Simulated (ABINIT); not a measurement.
# Sb (P2_1/m) in ABINIT: settings compared

Aim: see how the results for Sb move with the level of theory and the settings. Levels: PBEsol, LDA. Tasks: band structure.

All numbers are computed with ABINIT 10.8.3 (patched build); they aren't measurements. Logs are shortened: lines on timing, memory, paths and dates and some standing lists are left out, and cuts for length are marked. The log counts tension as positive stress, the text compression.

## Step 1: The structure

The structure is monoclinic, space group P2_1/m (No. 11). Conventional cell: a = 4.528 Å, b = 4.421 Å, c = 6.500 Å, α = 90.00°, β = 101.72°, γ = 90.00°. Sb (site symmetry m) is surrounded by 3 Sb at 2.92 to 2.98 Å. Sb (site symmetry m) is surrounded by 3 Sb at 2.92 to 2.98 Å.

This isn't the form of Sb at room conditions, which is rhombohedral.

## Step 2: Band structure, PBEsol

The input, run.abi:

```
ndtset 2

pp_dirpath "./"
pseudos "Sb.GGA_PBE-JTH.xml"

acell 4.5277 4.4211 6.4998996834 Angstrom
rprim
     1.0000000000     0.0000000000     0.0000000000
     0.0000000000     1.0000000000     0.0000000000
    -0.2031599047     0.0000000000     0.9791455730
ntypat 1
znucl 51
natom 4
typat 1 1 1 1
xred
     0.3399300000     0.2500000000     0.6836700000
     0.9366380000     0.7500000000     0.7627580000
     0.0633620000     0.2500000000     0.2372420000
     0.6600700000     0.7500000000     0.3163300000
chkprim 0
chksymtnons 0
tolsym 1.0e-6

ecut 435.382180 eV
pawecutdg 32.0
pawxcdev 0

ixc -116133

occopt 3
tsmear 0.05 eV

nstep 100

iomode 3
prtwf 0
prteig 0
prtebands 0
enunit 1
prtden1 1
prtvha1 1
prtvclmb1 1
prtpot1 1

kptopt1 1
ngkpt1 6 6 4
nshiftk1 1
shiftk1 0.0 0.0 0.0
nband1 36
tolvrs1 1.0e-9

iscf2 -2
getden2 1
nband2 42
nbdbuf2 4
tolwfr2 1.0e-11
kptopt2 -8
ndivsm2 8
prteig2 1
prtvol2 -3
kptbounds2
     0.0000000000     0.0000000000     0.0000000000
     0.0000000000     0.0000000000     0.5000000000
    -0.4477206365     0.0000000000     0.6305792361
    -0.5000000000     0.0000000000     0.5000000000
    -0.5000000000     0.5000000000     0.5000000000
    -0.5522793635     0.5000000000     0.3694207639
    -0.5000000000     0.5000000000     0.0000000000
    -0.5000000000     0.0000000000     0.0000000000
    -0.5522793635     0.0000000000     0.3694207639
```

Potentials or basis: JTH PAW PBE v2.0.

Launch:

```sh
mpirun --bind-to none -np 4 abinit run.abi > log 2>&1
```

run.abo:

```text
.Version 10.8.3 of ABINIT
 DATASET    1 : space group P2_1/m (# 11); Bravais mP (primitive monocl.)
================================================================================
 Values of the parameters that define the memory need for DATASET  1.
     intxc =       0    ionmov =       0      iscf =      17    lmnmax =      18
     lnmax =       6     mgfft =      48  mpssoang =       3    mqgrid =    3063
     natom =       4  nloc_mem =       2    nspden =       1   nspinor =       1
    nsppol =       1      nsym =       4    n1xccc =       1    ntypat =       1
    occopt =       3   xclevel =       2
       mpw =        2647          nfft =       49152          nkpt =          56
Pmy_natom=         1
 PAW method is used; the additional fine FFT grid is defined by:
   mgfftf=        64    nfftf =    129600
================================================================================
================================================================================

 DATASET    2 : space group P2_1/m (# 11); Bravais mP (primitive monocl.)
================================================================================
 Values of the parameters that define the memory need for DATASET  2.
     intxc =       0    ionmov =       0      iscf =      -2    lmnmax =      18
     lnmax =       6     mgfft =      48  mpssoang =       3    mqgrid =    3063
     natom =       4  nloc_mem =       2    nspden =       1   nspinor =       1
    nsppol =       1      nsym =       4    n1xccc =       1    ntypat =       1
    occopt =       3   xclevel =       2
       mpw =        2654          nfft =       49152          nkpt =         178
Pmy_natom=         1
 PAW method is used; the additional fine FFT grid is defined by:
   mgfftf=        64    nfftf =    129600
================================================================================
================================================================================

--------------------------------------------------------------------------------
------------- Echo of variables that govern the present computation ------------
--------------------------------------------------------------------------------
 -outvars: echo values of preprocessed input variables --------
            acell      8.5561129803E+00  8.3546681753E+00  1.2283030248E+01 Bohr
              amu      1.21753000E+02
          chkprim           0
      chksymtnons           0
             ecut      1.60000000E+01 Hartree
           enunit           1
           getden1          0
           getden2          1
             iscf1         17
             iscf2         -2
              ixc     -116133
           jdtset        1    2
           kptopt1          1
           kptopt2         -8
         kptrlatt        6    0    0      0    6    0      0    0    4
          kptrlen1     4.91321210E+01
          kptrlen2     3.00000000E+01
            natom           4
            nband1         36
            nband2         42
           nbdbuf1          0
           nbdbuf2          4
           ndtset           2
           ndivsm1          0
           ndivsm2          8
            ngfft          32      32      48
          ngfftdg          45      45      64
             nkpt1         56
             nkpt2        178
            nstep         100
             nsym           4
           ntypat           1
           occopt           3
        pawecutdg      3.20000000E+01 Hartree
         pawxcdev           0
        prtebands           0
           prteig1          0
           prteig2          1
           prtpot1          1
           prtpot2          0
         prtvclmb1          1
         prtvclmb2          0
           prtvha1          1
           prtvha2          0
           prtvol1          0
           prtvol2         -3
            prtwf           0
[... 280 lines left out ...]
 -8.5008E-01 -8.4987E-01 -8.4986E-01 -8.4860E-01 -8.4840E-01 -8.4791E-01
 -8.4772E-01 -8.4695E-01 -8.4679E-01 -8.4655E-01 -8.4401E-01 -8.4343E-01
 -8.4333E-01 -8.4329E-01 -8.4298E-01 -8.4228E-01 -8.4227E-01 -8.4103E-01
 -8.4067E-01 -8.4065E-01 -2.3159E-01 -1.4229E-01 -5.1293E-02 -1.7245E-02
[... 2467 lines left out ...]
 Non-SCF case, kpt  178 ( -0.55228  0.00000  0.36942), residuals and eigenvalues=
  7.08E-12  9.26E-12  7.84E-12  2.42E-12  8.54E-12  8.75E-12  9.01E-12  6.86E-12
  4.20E-12  7.21E-12  5.53E-12  8.01E-12  3.76E-12  9.18E-12  4.52E-12  7.07E-12
  4.32E-12  9.56E-12  7.04E-12  6.89E-12  4.92E-12  5.92E-12  2.74E-12  1.50E-12
  6.53E-13  5.06E-12  4.79E-12  9.65E-12  3.87E-12  9.27E-12  6.71E-13  7.98E-12
  3.90E-12  7.32E-12  6.21E-13  2.64E-12  4.08E-12  8.17E-12  3.44E-12  1.04E-10
  1.20E-05  2.49E-06
 -8.4993E-01 -8.4921E-01 -8.4899E-01 -8.4834E-01 -8.4802E-01 -8.4777E-01
 -8.4765E-01 -8.4727E-01 -8.4710E-01 -8.4647E-01 -8.4385E-01 -8.4356E-01
 -8.4331E-01 -8.4306E-01 -8.4297E-01 -8.4242E-01 -8.4235E-01 -8.4176E-01
 -8.4145E-01 -8.4110E-01 -1.8427E-01 -1.3792E-01 -1.3664E-01 -5.3274E-02
  1.0025E-01  1.4943E-01  1.5591E-01  1.7900E-01  1.8042E-01  1.9416E-01
  2.0863E-01  2.2632E-01  2.4218E-01  2.8093E-01  2.8497E-01  3.6123E-01
  4.5406E-01  4.6088E-01  4.7958E-01  4.8531E-01  5.3246E-01  5.4357E-01

--- !ResultsGS
iteration_state: {dtset: 2, }
comment   : Summary of ground state results
lattice_vectors:
- [  8.5561130,   0.0000000,   0.0000000, ]
- [  0.0000000,   8.3546682,   0.0000000, ]
- [ -2.4954193,   0.0000000,  12.0268747, ]
lattice_lengths: [   8.55611,    8.35467,   12.28303, ]
lattice_angles: [ 90.000, 101.722,  90.000, ] # degrees, (23, 13, 12)
lattice_volume:   8.5972291E+02
convergence: {deltae:  0.000E+00, res2:  0.000E+00, residm:  9.998E-12, diffor:  0.000E+00, }
etotal    :  -3.30435333E+02
entropy   :   0.00000000E+00
fermie    :   2.17970867E-01
cartesian_stress_tensor: null
pressure_GPa: null
xred      :
- [  3.3993E-01,   2.5000E-01,   6.8367E-01, Sb]
- [  9.3664E-01,   7.5000E-01,   7.6276E-01, Sb]
- [  6.3362E-02,   2.5000E-01,   2.3724E-01, Sb]
- [  6.6007E-01,   7.5000E-01,   3.1633E-01, Sb]
cartesian_forces: null
force_length_stats: {min: null, max: null, mean: null, }
...

 Integrated electronic density in atomic spheres:
 ------------------------------------------------
 Atom  Sphere_radius  Integrated_density
    1        2.40089         12.40819459
    2        2.40089         12.38807005
    3        2.40089         12.38807005
    4        2.40089         12.40819459

================================================================================

 ----iterations are completed or convergence reached----

 Mean square residual over all n,k,spin=   55.660E-13; max=  99.980E-13
 reduced coordinates (array xred) for    4 atoms
       0.339930000000      0.250000000000      0.683670000000
       0.936638000000      0.750000000000      0.762758000000
       0.063362000000      0.250000000000      0.237242000000
       0.660070000000      0.750000000000      0.316330000000

 cartesian coordinates (angstrom) at end:
    1      0.63630183610653     1.10527500000000     4.35111379712254
    2      3.23357944101562     3.31582500000000     4.85445735174221
    3     -0.02639844125473     1.10527500000000     1.50989064820300
    4      2.57087916365436     3.31582500000000     2.01323420282267
 length scales=  8.556112980273  8.354668175251 12.283030247501 bohr
              =  4.527700000000  4.421100000000  6.499899683400 angstroms
 Eigenvalues (   eV  ) for nkpt= 178  k points:
 kpt#   1, nband= 42, wtk=  1.00000, kpt=  0.0000  0.0000  0.0000 (reduced coord)
 -23.13193  -23.12615  -23.12596  -23.09147  -23.08605  -23.07291  -23.06768  -23.04666
 -23.04233  -23.03578  -22.96656  -22.95101  -22.94822  -22.94720  -22.93869  -22.91963
 -22.91929  -22.88560  -22.87591  -22.87526   -6.30185   -3.87200   -1.39575   -0.46927
   1.70217    2.50862    3.17676    3.80584    4.57043    5.80868    7.95091    8.62725
   8.87226    8.96694    9.01848    9.43614    9.87549   11.44012   11.86411   12.68168
  12.90929   13.78165
 kpt#   2, nband= 42, wtk=  1.00000, kpt=  0.0000  0.0000  0.0208 (reduced coord)
 -23.13193  -23.12617  -23.12595  -23.09146  -23.08605  -23.07286  -23.06768  -23.04671
 -23.04237  -23.03576  -22.96656  -22.95100  -22.94821  -22.94719  -22.93869  -22.91963
 -22.91929  -22.88560  -22.87592  -22.87526   -6.30080   -3.87581   -1.39631   -0.46444
   1.70508    2.50980    3.17313    3.80937    4.56754    5.80850    7.94496    8.61745
   8.86260    8.97670    9.01808    9.43978    9.87465   11.43861   11.86736   12.69540
  12.92287   13.77119
 kpt#   3, nband= 42, wtk=  1.00000, kpt=  0.0000  0.0000  0.0417 (reduced coord)
 -23.13195  -23.12619  -23.12592  -23.09143  -23.08602  -23.07277  -23.06771  -23.04681
 -23.04247  -23.03571  -22.96655  -22.95101  -22.94819  -22.94718  -22.93869  -22.91963
[... 1215 lines left out ...]
 kpt# 177, nband= 42, wtk=  1.00000, kpt= -0.5494  0.0000  0.3489 (reduced coord)
 -23.12760  -23.10815  -23.10226  -23.08462  -23.07603  -23.06865  -23.06658  -23.05469
 -23.05057  -23.03388  -22.96228  -22.95456  -22.94769  -22.94086  -22.93834  -22.92352
 -22.92163  -22.90560  -22.89705  -22.88756   -5.02166   -3.73714   -3.71681   -1.44729
   2.65210    4.05399    4.32148    4.87730    4.93431    5.24592    5.67579    6.13362
   6.57206    7.67172    7.74960    9.91579   12.30682   12.55331   12.96199   13.19829
  14.57659   14.83303
 kpt# 178, nband= 42, wtk=  1.00000, kpt= -0.5523  0.0000  0.3694 (reduced coord)
 -23.12778  -23.10830  -23.10226  -23.08453  -23.07573  -23.06897  -23.06584  -23.05543
 -23.05080  -23.03373  -22.96234  -22.95455  -22.94761  -22.94082  -22.93834  -22.92352
 -22.92161  -22.90554  -22.89691  -22.88747   -5.01421   -3.75300   -3.71808   -1.44966
   2.72785    4.06614    4.24243    4.87094    4.90949    5.28333    5.67718    6.15842
   6.59010    7.64446    7.75454    9.82947   12.35552   12.54119   13.05011   13.20594
  14.48894   14.79134

== END DATASET(S) ==============================================================
================================================================================

 -outvars: echo values of variables after computation  --------
            acell      8.5561129803E+00  8.3546681753E+00  1.2283030248E+01 Bohr
           etotal1    -3.3043533275E+02
            fcart1    -1.4713345404E-03 -0.0000000000E+00  1.3576587272E-03
                       2.3849747266E-03 -0.0000000000E+00 -1.1649988598E-03
                      -2.3849747266E-03 -0.0000000000E+00  1.1649988598E-03
                       1.4713345404E-03 -0.0000000000E+00 -1.3576587272E-03
            rprim      1.0000000000E+00  0.0000000000E+00  0.0000000000E+00
                       0.0000000000E+00  1.0000000000E+00  0.0000000000E+00
                      -2.0315990470E-01  0.0000000000E+00  9.7914557300E-01
           strten1     8.2919418826E-05  9.9004039152E-05  6.5907170731E-05
                       0.0000000000E+00 -1.3520180846E-05  0.0000000000E+00
           xangst      6.3630183611E-01  1.1052750000E+00  4.3511137971E+00
                       3.2335794410E+00  3.3158250000E+00  4.8544573517E+00
                      -2.6398441255E-02  1.1052750000E+00  1.5098906482E+00
                       2.5708791637E+00  3.3158250000E+00  2.0132342028E+00
             xred      3.3993000000E-01  2.5000000000E-01  6.8367000000E-01
                       9.3663800000E-01  7.5000000000E-01  7.6275800000E-01
                       6.3362000000E-02  2.5000000000E-01  2.3724200000E-01
                       6.6007000000E-01  7.5000000000E-01  3.1633000000E-01
 Calculation completed.
```

Wall time 2.8 min (4 MPI ranks of Arm Neoverse V1, shared host); peak memory 0.72 GiB.

What came out:

| Property | Result |
| --- | --- |
| Free energy | -8991.6035 eV |
| Pressure | -2.4 GPa |
| Largest force | 0.136 eV/Å |
| Band gap on the k mesh | none (metal or under the smearing width) |
| Valence electrons inside the program's atomic spheres | Sb 12.41, 12.39 (radii [1.2705] Å) |

Forces on the atoms (eV/Å):
```
Sb  -0.076  0.000  0.070
Sb   0.123  0.000 -0.060
Sb  -0.123  0.000  0.060
Sb   0.076  0.000 -0.070
```

Levels at the corners of the path, in eV from the Fermi level:
```csv
point,band 26,band 27,band 28,band 29,band 30,band 31,band 32,band 33,band 34,band 35
Γ,-3.42,-2.75,-2.13,-1.36,-0.12,2.02,2.70,2.94,3.04,3.09
Y,-3.02,-2.44,-2.11,-1.72,-1.57,0.65,1.85,2.17,2.99,3.86
H,-1.87,-1.69,-1.06,-1.02,-0.65,-0.25,0.23,0.66,1.71,1.82
C,-2.14,-1.76,-1.01,-0.87,-0.70,-0.33,0.76,1.06,1.21,1.66
E,-5.11,-3.83,-3.83,-1.25,-1.25,1.93,1.93,3.57,3.57,4.64
M1,-5.07,-3.57,-3.57,-1.48,-1.48,1.88,1.88,3.18,3.18,4.82
A,-4.86,-3.50,-3.50,-2.28,-2.28,0.82,0.82,4.99,4.99,5.32
X,-2.33,-2.08,-1.10,-0.89,-0.69,0.29,1.09,1.28,1.45,1.90
H1,-1.87,-1.69,-1.06,-1.02,-0.65,-0.25,0.23,0.66,1.71,1.82
```

Caveat: the PAW data sets were made with another functional, which shifts forces and pressure a little; spin-orbit coupling is left out, which moves the levels of the heavy elements.

## Step 3: Band structure, LDA

Changes to run.abi since step 2:

```diff
@@ -3,3 +3,3 @@
 pp_dirpath "./"
-pseudos "Sb.GGA_PBE-JTH.xml"
+pseudos "Sb.LDA_PW-JTH.xml"
 
@@ -25,5 +25,4 @@
 pawecutdg 32.0
-pawxcdev 0
 
-ixc -116133
+ixc 7
```

Potentials or basis: JTH PAW LDA v2.0.

Launch:

```sh
mpirun --bind-to none -np 4 abinit run.abi > log 2>&1
```

Run time: 2.9 min. Hardware: 4 MPI ranks of Arm Neoverse V1, shared host; peak memory 0.64 GiB.

Results (log left out):

```yaml
Free_energy: -9010.6050 eV
Pressure: -3.5 GPa
Largest_force: 0.236 eV/Å
Band_gap_on_the_k_mesh: none (metal or under the smearing width)
Valence_electrons_inside_the_program's_atomic_spheres: Sb 12.43, 12.41 (radii [1.2705] Å)
```

Forces in eV/Å, atoms in the order of the input:
```
Sb  -0.171  0.000  0.017
Sb   0.174  0.000 -0.158
Sb  -0.174  0.000  0.158
Sb   0.171  0.000 -0.017
```

Stress tensor (GPa, compression positive):
```
-3.50  0.00  0.37
 0.00 -4.10  0.00
 0.37  0.00 -2.99
```

Levels at the corners of the path, in eV from the Fermi level:
```csv
point,band 27,band 28,band 29,band 30,band 31,band 32,band 33,band 34
Γ,-2.73,-2.10,-1.35,-0.12,2.09,2.72,2.92,3.02
Y,-2.41,-2.09,-1.70,-1.55,0.65,1.89,2.21,2.97
H,-1.67,-1.05,-1.00,-0.64,-0.23,0.24,0.66,1.71
C,-1.73,-1.00,-0.87,-0.70,-0.31,0.76,1.05,1.22
E,-3.79,-3.79,-1.24,-1.24,1.94,1.94,3.60,3.60
M1,-3.54,-3.54,-1.47,-1.47,1.87,1.87,3.23,3.23
A,-3.46,-3.46,-2.25,-2.25,0.86,0.86,4.94,4.94
X,-2.05,-1.08,-0.86,-0.68,0.30,1.08,1.26,1.46
H1,-1.67,-1.05,-1.00,-0.64,-0.23,0.24,0.66,1.71
```

Caveat: spin-orbit coupling is left out, which moves the levels of the heavy elements.

## Step 4: For comparison

An earlier run on the cell as given: functional PBEsol; potentials or basis JTH PAW PBE v2.0; cutoff 435 eV; k mesh 6 × 6 × 4; occupations fermi-dirac, width 0.05 eV; no spin polarisation.

- Pressure: -2.4 GPa
- Largest force: 0.136 eV/Å
- Band gap on the k mesh: none (metal or under the smearing width)
- Valence electrons inside the program's atomic spheres: Sb 12.41, 12.39 (radii [1.2705] Å)

## Step 5: The runs side by side

| task | level | potentials or basis | gap on the mesh (eV) | pressure (GPa) | largest force (eV/Å) |
| --- | --- | --- | --- | --- | --- |
| band structure | PBEsol | JTH PAW PBE v2.0 | none | -2.4 | 0.14 |
| band structure | LDA | JTH PAW LDA v2.0 | none | -3.5 | 0.24 |
| single point | PBEsol | JTH PAW PBE v2.0 | none | -2.4 | 0.14 |

Alike in all rows: no spin polarisation; cell as given; k mesh 6 × 6 × 4; cutoff (eV) 435; smearing fermi-dirac 0.05 eV.

Caveats: the PAW data sets were made with another functional, which shifts forces and pressure a little (some runs); spin-orbit coupling is left out, which moves the levels of the heavy elements (some runs).

Total energies depend on the potentials used, so only differences within one code and one set of settings carry meaning.
